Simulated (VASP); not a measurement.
# From one sheet to two: InSe monolayer, part 6 of 8

What are the lattice, gap and band positions of InSe monolayer, and what does a second sheet change?

VASP 6.6.1, plane waves and PAW; the level of theory is named at each step.

So far. Step 6 (The slab in a field, field 0.1): Energy at zero smearing: -75.63199 eV. Step 8 (A rigid stacking): Energy at zero smearing: -151.17173 eV.

### 9. A rigid stacking

Level of this step: r2SCAN with rVV10; plane waves and PAW (In, Se) (VASP).

The input, INCAR:

```
SYSTEM = InSe
PREC = Normal
ENCUT = 350
EDIFF = 1E-05
NELM = 120
ISMEAR = 0
SIGMA = 0.03
LREAL = .FALSE.
ALGO = Normal
METAGGA = R2SCAN
LUSE_VDW = .TRUE.
IVDW_NL = 2
BPARAM = 11.95
CPARAM = 0.0093
LASPH = .TRUE.
NBANDS = 26
LORBIT = 11
LWAVE = .FALSE.
LCHARG = .FALSE.
KPAR = 4
IDIPOL = 3
LDIPOL = .TRUE.
DIPOL = 0.5 0.5 0.5
```

The input, POSCAR:

```
InSe
1.0
    4.0219178304      0.0000000000      0.0000000000
   -2.0109589152      3.4830830130      0.0000000000
    0.0000000000      0.0000000000     30.7826519272
In Se
4 4
Direct
    0.3333333300      0.6666666700      0.3177815400
    0.3333333300      0.6666666700      0.4079949800
    0.6666666700      0.3333333300      0.5920050200
    0.6666666700      0.3333333300      0.6822184600
    0.6666666700      0.3333333300      0.2761295600
    0.6666666700      0.3333333300      0.4496469600
    0.0000000000      1.0000000000      0.5503530400
    0.0000000000      1.0000000000      0.7238704400
```

The input, KPOINTS:

```
Automatic mesh
0
Gamma
9 9 1
0 0 0
```

PAW data sets: In and Se (PBE family, release 64).

Command:

```console
$ mpirun -np 4 vasp_std
```

The log of the run:

```text
[... set-up lines as in an earlier step ...]
 entering main loop
       N       E                     dE             d eps       ncg     rms          rms(c)
Total rVV10 correction in eV:      1.3475336    61.5409532
Total rVV10 correction in eV:      1.3475336    61.5409532
Total rVV10 correction in eV:      1.3475336    61.5409532
Total rVV10 correction in eV:      1.3475336    61.5409532
DAV:   1     0.763470826245E+02    0.76347E+02   -0.96787E+03   624   0.757E+02
DAV:   2    -0.128955409253E+03   -0.20530E+03   -0.19933E+03   880   0.157E+02
DAV:   3    -0.155750113230E+03   -0.26795E+02   -0.26585E+02   804   0.629E+01
DAV:   4    -0.156518942179E+03   -0.76883E+00   -0.76691E+00   764   0.125E+01
DAV:   5    -0.156539587953E+03   -0.20646E-01   -0.20630E-01   848   0.192E+00    0.906E+00
Total rVV10 correction in eV:      1.3772538    61.5410154
Total rVV10 correction in eV:      1.3772538    61.5410154
Total rVV10 correction in eV:      1.3772538    61.5410154
Total rVV10 correction in eV:      1.3772538    61.5410154
[...]
Total rVV10 correction in eV:      1.4141945    61.5409443
DAV:  18    -0.151464969692E+03   -0.15356E-04   -0.16570E-06   584   0.601E-03    0.893E-04
Total rVV10 correction in eV:      1.4141919    61.5409546
Total rVV10 correction in eV:      1.4141919    61.5409546
Total rVV10 correction in eV:      1.4141919    61.5409546
Total rVV10 correction in eV:      1.4141919    61.5409546
DAV:  19    -0.151464997191E+03   -0.27499E-04   -0.18437E-06   496   0.801E-03    0.487E-04
Total rVV10 correction in eV:      1.4141914    61.5409552
Total rVV10 correction in eV:      1.4141914    61.5409552
Total rVV10 correction in eV:      1.4141914    61.5409552
Total rVV10 correction in eV:      1.4141914    61.5409552
DAV:  20    -0.151465004566E+03   -0.73750E-05   -0.40884E-07   430   0.469E-03
Total rVV10 correction in eV:      1.4141909    61.5409478
Total rVV10 correction in eV:      1.4141909    61.5409478
Total rVV10 correction in eV:      1.4141909    61.5409478
Total rVV10 correction in eV:      1.4141909    61.5409478
Total rVV10 correction in eV:      1.4141910    61.5409539
Total rVV10 correction in eV:      1.4141910    61.5409539
Total rVV10 correction in eV:      1.4141910    61.5409539
Total rVV10 correction in eV:      1.4141910    61.5409539
   1 F= -.15146500E+03 E0= -.15146500E+03  d E =-.148022E-19
```

Run time: 69 s. Hardware: 4 MPI ranks of Intel Xeon 6975P-C (Granite Rapids), shared host; peak memory 1.7 GiB; 4.5 min of CPU time.

From OUTCAR (step 9):

```text
  Total        0.1994739      0.1994739      0.1443904      0.0000000      0.0000000      0.0000000
  in kB        0.7411288      0.7411288      0.5364706      0.0000000      0.0000000      0.0000000
  external PRESSURE =       0.6729094 kB  Pullay stress =       0.0000000 kB

 POSITION                                       TOTAL-FORCE (eV/Angst)
 -----------------------------------------------------------------------------------
     -0.00000      2.32206      9.78216         0.000000     -0.000000     -0.004397
     -0.00000      2.32206     12.55917         0.000000     -0.000000      0.009171
      2.01096      1.16103     18.22348        -0.000000     -0.000000     -0.004570
      2.01096      1.16103     21.00049        -0.000000      0.000000      0.004720
      2.01096      1.16103      8.50000        -0.000000      0.000000     -0.014870
      2.01096      1.16103     13.84133         0.000000     -0.000000      0.005693
      0.00000      0.00000     16.94133         0.000000     -0.000000     -0.010224
      0.00000      0.00000     22.28265        -0.000000     -0.000000      0.014477
 -----------------------------------------------------------------------------------
    total drift:                               -0.000034      0.000021      0.000290

  FREE ENERGIE OF THE ION-ELECTRON SYSTEM (eV)
  ---------------------------------------------------
  free  energy   TOTEN  =      -151.4650045664 eV

  energy  without entropy=     -151.4650045664  energy(sigma->0) =     -151.46500457

[... 2 parts as in an earlier step ...]

[... 1 further part left out ...]
[key lines of the parts left out:]
E-fermi :  -1.2880
```

Energy at zero smearing: -151.46500 eV.

### 10. A rigid stacking

INCAR is that of step 9.

Changes to POSCAR since step 9:

```diff
@@ -14,3 +14,3 @@
     0.6666666700      0.3333333300      0.4496469600
-    0.0000000000      1.0000000000      0.5503530400
-    0.0000000000      1.0000000000      0.7238704400
+    0.3333333300      0.6666666700      0.5503530400
+    0.3333333300      0.6666666700      0.7238704400
```

KPOINTS is that of step 9.

Command:

```console
$ mpirun -np 4 vasp_std
```

The log of the run:

```text
[... set-up lines as in an earlier step ...]
 entering main loop
       N       E                     dE             d eps       ncg     rms          rms(c)
Total rVV10 correction in eV:      1.3477983    61.5409534
Total rVV10 correction in eV:      1.3477983    61.5409534
Total rVV10 correction in eV:      1.3477983    61.5409534
Total rVV10 correction in eV:      1.3477983    61.5409534
DAV:   1     0.758086649129E+02    0.75809E+02   -0.96643E+03   624   0.756E+02
DAV:   2    -0.129160043703E+03   -0.20497E+03   -0.19870E+03   906   0.158E+02
DAV:   3    -0.155697340098E+03   -0.26537E+02   -0.26335E+02   762   0.631E+01
DAV:   4    -0.156514165184E+03   -0.81683E+00   -0.81501E+00   768   0.128E+01
DAV:   5    -0.156534826951E+03   -0.20662E-01   -0.20643E-01   840   0.190E+00    0.906E+00
Total rVV10 correction in eV:      1.3773598    61.5410138
Total rVV10 correction in eV:      1.3773598    61.5410138
Total rVV10 correction in eV:      1.3773598    61.5410138
Total rVV10 correction in eV:      1.3773598    61.5410138
[...]
Total rVV10 correction in eV:      1.4143461    61.5409455
DAV:  18    -0.151463627936E+03   -0.11830E-04   -0.11286E-05   584   0.122E-02    0.891E-04
Total rVV10 correction in eV:      1.4143589    61.5409576
Total rVV10 correction in eV:      1.4143589    61.5409576
Total rVV10 correction in eV:      1.4143589    61.5409576
Total rVV10 correction in eV:      1.4143589    61.5409576
DAV:  19    -0.151463640719E+03   -0.12783E-04   -0.13872E-06   514   0.632E-03    0.281E-04
Total rVV10 correction in eV:      1.4143616    61.5409544
Total rVV10 correction in eV:      1.4143616    61.5409544
Total rVV10 correction in eV:      1.4143616    61.5409544
Total rVV10 correction in eV:      1.4143616    61.5409544
DAV:  20    -0.151463647629E+03   -0.69093E-05   -0.66149E-07   464   0.517E-03
Total rVV10 correction in eV:      1.4143673    61.5409468
Total rVV10 correction in eV:      1.4143673    61.5409468
Total rVV10 correction in eV:      1.4143673    61.5409468
Total rVV10 correction in eV:      1.4143673    61.5409468
Total rVV10 correction in eV:      1.4143657    61.5409523
Total rVV10 correction in eV:      1.4143657    61.5409523
Total rVV10 correction in eV:      1.4143657    61.5409523
Total rVV10 correction in eV:      1.4143657    61.5409523
   1 F= -.15146365E+03 E0= -.15146365E+03  d E =-.133364E-17
```

The job ended after 69 s (4 MPI ranks; peak memory 1.7 GiB).

OUTCAR, selected parts (step 10):

```text
  Total        0.1876209      0.1876209      0.2175156     -0.0000000      0.0000000     -0.0000000
  in kB        0.6970900      0.6970900      0.8081611     -0.0000000      0.0000000     -0.0000000
  external PRESSURE =       0.7341137 kB  Pullay stress =       0.0000000 kB

 POSITION                                       TOTAL-FORCE (eV/Angst)
 -----------------------------------------------------------------------------------
     -0.00000      2.32206      9.78216         0.000000      0.000000     -0.005778
     -0.00000      2.32206     12.55917         0.000000      0.000000      0.004743
      2.01096      1.16103     18.22348         0.000000     -0.000000     -0.004743
      2.01096      1.16103     21.00049        -0.000000      0.000000      0.005778
      2.01096      1.16103      8.50000        -0.000000      0.000000     -0.015048
      2.01096      1.16103     13.84133        -0.000000      0.000000     -0.005576
     -0.00000      2.32206     16.94133         0.000000      0.000000      0.005576
     -0.00000      2.32206     22.28265        -0.000000      0.000000      0.015048
 -----------------------------------------------------------------------------------
    total drift:                                0.000000      0.000000     -0.000000

  FREE ENERGIE OF THE ION-ELECTRON SYSTEM (eV)
  ---------------------------------------------------
  free  energy   TOTEN  =      -151.4636476286 eV

  energy  without entropy=     -151.4636476286  energy(sigma->0) =     -151.46364763

[... 2 parts as in an earlier step ...]

[... 1 further part left out ...]
[key lines of the parts left out:]
E-fermi :  -1.3067
```

Energy at zero smearing: -151.46365 eV.

### 11. A rigid stacking

INCAR is that of step 10.

The input, POSCAR:

```
InSe
1.0
    4.0219178304      0.0000000000      0.0000000000
   -2.0109589152      3.4830830130      0.0000000000
    0.0000000000      0.0000000000     30.7826519272
In Se
4 4
Direct
    0.3333333300      0.6666666700      0.3177815400
    0.3333333300      0.6666666700      0.4079949800
    0.0000000000      1.0000000000      0.5920050200
    0.0000000000      1.0000000000      0.6822184600
    0.6666666700      0.3333333300      0.2761295600
    0.6666666700      0.3333333300      0.4496469600
    0.6666666700      0.3333333300      0.5503530400
    0.6666666700      0.3333333300      0.7238704400
```

KPOINTS is that of step 10.

Command:

```console
$ mpirun -np 4 vasp_std
```

The log of the run:

```text
[... set-up lines as in an earlier step ...]
 entering main loop
       N       E                     dE             d eps       ncg     rms          rms(c)
Total rVV10 correction in eV:      1.3497944    61.5409543
Total rVV10 correction in eV:      1.3497944    61.5409543
Total rVV10 correction in eV:      1.3497944    61.5409543
Total rVV10 correction in eV:      1.3497944    61.5409543
DAV:   1     0.757861335229E+02    0.75786E+02   -0.96906E+03   624   0.756E+02
DAV:   2    -0.128750691184E+03   -0.20454E+03   -0.19827E+03   876   0.158E+02
DAV:   3    -0.155513816686E+03   -0.26763E+02   -0.26565E+02   804   0.629E+01
DAV:   4    -0.156294063333E+03   -0.78025E+00   -0.77881E+00   788   0.126E+01
DAV:   5    -0.156313791671E+03   -0.19728E-01   -0.19715E-01   856   0.186E+00    0.923E+00
Total rVV10 correction in eV:      1.3798737    61.5409995
Total rVV10 correction in eV:      1.3798737    61.5409995
Total rVV10 correction in eV:      1.3798737    61.5409995
Total rVV10 correction in eV:      1.3798737    61.5409995
[...]
Total rVV10 correction in eV:      1.4191140    61.5409550
DAV:  19    -0.151175355129E+03   -0.18240E-04   -0.11110E-06   516   0.611E-03    0.371E-04
Total rVV10 correction in eV:      1.4191159    61.5409559
Total rVV10 correction in eV:      1.4191159    61.5409559
Total rVV10 correction in eV:      1.4191159    61.5409559
Total rVV10 correction in eV:      1.4191159    61.5409559
DAV:  20    -0.151175366898E+03   -0.11769E-04   -0.65971E-07   458   0.521E-03    0.236E-04
Total rVV10 correction in eV:      1.4191160    61.5409535
Total rVV10 correction in eV:      1.4191160    61.5409535
Total rVV10 correction in eV:      1.4191160    61.5409535
Total rVV10 correction in eV:      1.4191160    61.5409535
DAV:  21    -0.151175371677E+03   -0.47787E-05   -0.36580E-07   428   0.436E-03
Total rVV10 correction in eV:      1.4191156    61.5409495
Total rVV10 correction in eV:      1.4191156    61.5409495
Total rVV10 correction in eV:      1.4191156    61.5409495
Total rVV10 correction in eV:      1.4191156    61.5409495
Total rVV10 correction in eV:      1.4191151    61.5409505
Total rVV10 correction in eV:      1.4191151    61.5409505
Total rVV10 correction in eV:      1.4191151    61.5409505
Total rVV10 correction in eV:      1.4191151    61.5409505
   1 F= -.15117537E+03 E0= -.15117537E+03  d E =-.208087E-12
```

Wall time 72 s (4 MPI ranks); peak memory 1.7 GiB; 4.8 min of CPU time.

From OUTCAR (step 11):

```text
  Total        0.1671752      0.1671752      3.1667201      0.0000000      0.0000000      0.0000000
  in kB        0.6211255      0.6211255     11.7656850      0.0000000      0.0000000      0.0000000
  external PRESSURE =       4.3359786 kB  Pullay stress =       0.0000000 kB

 POSITION                                       TOTAL-FORCE (eV/Angst)
 -----------------------------------------------------------------------------------
     -0.00000      2.32206      9.78216        -0.000000      0.000000     -0.018301
     -0.00000      2.32206     12.55917        -0.000000     -0.000000     -0.191835
      0.00000      0.00000     18.22348         0.000000      0.000000      0.191835
      0.00000      0.00000     21.00049         0.000000     -0.000000      0.018301
      2.01096      1.16103      8.50000        -0.000000     -0.000000     -0.011849
      2.01096      1.16103     13.84133        -0.000000      0.000000     -0.565444
      2.01096      1.16103     16.94133         0.000000     -0.000000      0.565444
      2.01096      1.16103     22.28265         0.000000     -0.000000      0.011849
 -----------------------------------------------------------------------------------
    total drift:                               -0.000032      0.000019      0.000000

  FREE ENERGIE OF THE ION-ELECTRON SYSTEM (eV)
  ---------------------------------------------------
  free  energy   TOTEN  =      -151.1753716769 eV

  energy  without entropy=     -151.1753716769  energy(sigma->0) =     -151.17537168

[... 2 parts as in an earlier step ...]

[... 1 further part left out ...]
[key lines of the parts left out:]
E-fermi :  -1.0530
```

Energy at zero smearing: -151.17537 eV.

### 12. A rigid stacking

INCAR is that of step 11.

The input, POSCAR:

```
InSe
1.0
    4.0219178304      0.0000000000      0.0000000000
   -2.0109589152      3.4830830130      0.0000000000
    0.0000000000      0.0000000000     30.7826519272
In Se
4 4
Direct
    0.3333333300      0.6666666700      0.3177815400
    0.3333333300      0.6666666700      0.4079949800
    0.3333333300      0.6666666700      0.5920050200
    0.3333333300      0.6666666700      0.6822184600
    0.6666666700      0.3333333300      0.2761295600
    0.6666666700      0.3333333300      0.4496469600
    1.0000000000      0.0000000000      0.5503530400
    1.0000000000      0.0000000000      0.7238704400
```

KPOINTS is that of step 11.

Command:

```console
$ mpirun -np 4 vasp_std
```

The log of the run:

```text
[... set-up lines as in an earlier step ...]
 entering main loop
       N       E                     dE             d eps       ncg     rms          rms(c)
Total rVV10 correction in eV:      1.3473109    61.5409533
Total rVV10 correction in eV:      1.3473109    61.5409533
Total rVV10 correction in eV:      1.3473109    61.5409533
Total rVV10 correction in eV:      1.3473109    61.5409533
DAV:   1     0.769833623175E+02    0.76983E+02   -0.96712E+03   624   0.756E+02
DAV:   2    -0.128751529112E+03   -0.20573E+03   -0.19930E+03   878   0.157E+02
DAV:   3    -0.155749225546E+03   -0.26998E+02   -0.26789E+02   802   0.633E+01
DAV:   4    -0.156521879771E+03   -0.77265E+00   -0.77123E+00   766   0.126E+01
DAV:   5    -0.156541047853E+03   -0.19168E-01   -0.19151E-01   856   0.185E+00    0.906E+00
Total rVV10 correction in eV:      1.3771015    61.5410185
Total rVV10 correction in eV:      1.3771015    61.5410185
Total rVV10 correction in eV:      1.3771015    61.5410185
Total rVV10 correction in eV:      1.3771015    61.5410185
[...]
Total rVV10 correction in eV:      1.4141468    61.5409451
DAV:  18    -0.151463446811E+03   -0.22424E-04   -0.25469E-06   568   0.636E-03    0.870E-04
Total rVV10 correction in eV:      1.4141510    61.5409575
Total rVV10 correction in eV:      1.4141510    61.5409575
Total rVV10 correction in eV:      1.4141510    61.5409575
Total rVV10 correction in eV:      1.4141510    61.5409575
DAV:  19    -0.151463475206E+03   -0.28395E-04   -0.15524E-06   542   0.670E-03    0.282E-04
Total rVV10 correction in eV:      1.4141516    61.5409558
Total rVV10 correction in eV:      1.4141516    61.5409558
Total rVV10 correction in eV:      1.4141516    61.5409558
Total rVV10 correction in eV:      1.4141516    61.5409558
DAV:  20    -0.151463481821E+03   -0.66151E-05   -0.25079E-07   434   0.372E-03
Total rVV10 correction in eV:      1.4141523    61.5409490
Total rVV10 correction in eV:      1.4141523    61.5409490
Total rVV10 correction in eV:      1.4141523    61.5409490
Total rVV10 correction in eV:      1.4141523    61.5409490
Total rVV10 correction in eV:      1.4141522    61.5409530
Total rVV10 correction in eV:      1.4141522    61.5409530
Total rVV10 correction in eV:      1.4141522    61.5409530
Total rVV10 correction in eV:      1.4141522    61.5409530
   1 F= -.15146348E+03 E0= -.15146348E+03  d E =-.546127E-13
```

Run time: 69 s. Hardware: 4 MPI ranks; peak memory 1.7 GiB; 4.5 min of CPU time.

From OUTCAR (step 12):

```text
  Total        0.2202445      0.2202445      0.1183294      0.0000000     -0.0000000      0.0000000
  in kB        0.8183003      0.8183003      0.4396431      0.0000000     -0.0000000      0.0000000
  external PRESSURE =       0.6920812 kB  Pullay stress =       0.0000000 kB

 POSITION                                       TOTAL-FORCE (eV/Angst)
 -----------------------------------------------------------------------------------
     -0.00000      2.32206      9.78216         0.000000     -0.000000     -0.004988
     -0.00000      2.32206     12.55917         0.000000     -0.000000      0.007731
     -0.00000      2.32206     18.22348        -0.000000      0.000000     -0.007731
     -0.00000      2.32206     21.00049        -0.000000      0.000000      0.004988
      2.01096      1.16103      8.50000         0.000000      0.000000     -0.014910
      2.01096      1.16103     13.84133         0.000000     -0.000000      0.018278
      0.00000      0.00000     16.94133        -0.000000      0.000000     -0.018278
      0.00000      0.00000     22.28265        -0.000000     -0.000000      0.014910
 -----------------------------------------------------------------------------------
    total drift:                               -0.000015      0.000010     -0.000002

  FREE ENERGIE OF THE ION-ELECTRON SYSTEM (eV)
  ---------------------------------------------------
  free  energy   TOTEN  =      -151.4634818207 eV

  energy  without entropy=     -151.4634818207  energy(sigma->0) =     -151.46348182

[... 2 parts as in an earlier step ...]

[... 1 further part left out ...]
[key lines of the parts left out:]
E-fermi :  -1.3216
```

Energy at zero smearing: -151.46348 eV.

(Continued in part 7 of 8.)

[Lines on the potential files, build, host, timing and source positions are cut from VASP's logs without a mark.]

[Logs are printed without paths, hosts, clocks, repeated set-up lines and the standing remarks that a program may print on its own settings, such as how far it seeks lower states.]

[Hosts, paths, dates, database ids (printed as entryN), source tags and the programs' standing remarks are cut or masked in the printed files.]

[Runs that stopped without an error message from VASP are left out.]
